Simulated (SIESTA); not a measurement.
The system is HfO2.

```xyz
12
Lattice="5.1180 0.0000 0.0000 0.0000 5.1857 0.0000 -0.8587 0.0000 5.2139" Properties=species:S:1:pos:R:3 pbc="T T T"
Hf    0.8021    2.3870    3.6914
Hf    3.0279    4.9798    4.1294
Hf    3.4573    2.7987    1.5224
Hf    1.2314    0.2059    1.0845
O    -0.3473    0.8733    4.4146
O     4.1773    3.4661    3.4062
O     4.6066    4.3124    0.7993
O     0.0821    1.7196    1.8076
O     1.4549    3.8473    5.1101
O     2.3751    1.2544    2.7107
O     2.8045    1.3384    0.1038
O     1.8842    3.9313    2.5032
```

Base run:

| Item | Value |
| --- | --- |
| Program | SIESTA 5.4.2 |
| Functional | PBE |
| Potentials or basis | PseudoDojo 0.4 standard (PBE files) |
| Basis | SZ (energy shift 0.002 Ry) |
| Grid cutoff | 800 Ry |
| Energy shift | 0.002 Ry |
| k mesh | 5 × 5 × 5 |
| Occupations | fermi-dirac, width 0.05 eV |
| Spin | no spin polarisation |

Its results: band gap on the k mesh 3.41 eV, indirect (least direct gap 3.50 eV); pressure 3.7 GPa; largest force 0.724 eV/Å.

Question: The run is repeated on the same cell with these changes: functional from PBE to vdW-DF-cx; basis from SZ (energy shift 0.002 Ry) to DZP (energy shift 0.002 Ry). What comes out?

Answer: Band gap on the k mesh 3.93 eV, indirect (least direct gap 4.01 eV); pressure 2.3 GPa; largest force 0.512 eV/Å.

Several settings changed at once, so the effect can't be laid on one alone.

Caveats: spin-orbit coupling is left out, which moves the levels of the heavy elements; the basis of atomic orbitals isn't converged, which shifts pressures, moduli and gaps; the basis has no polarisation orbitals (some runs); short orbitals over semicore shells can move pressures by several GPa (some runs); semicore shells carry a single zeta, which can move pressures by several GPa and volumes by a few percent (some runs); the potentials were made for another functional, which shifts forces and pressure (some runs).

A k mesh can miss the band edges.
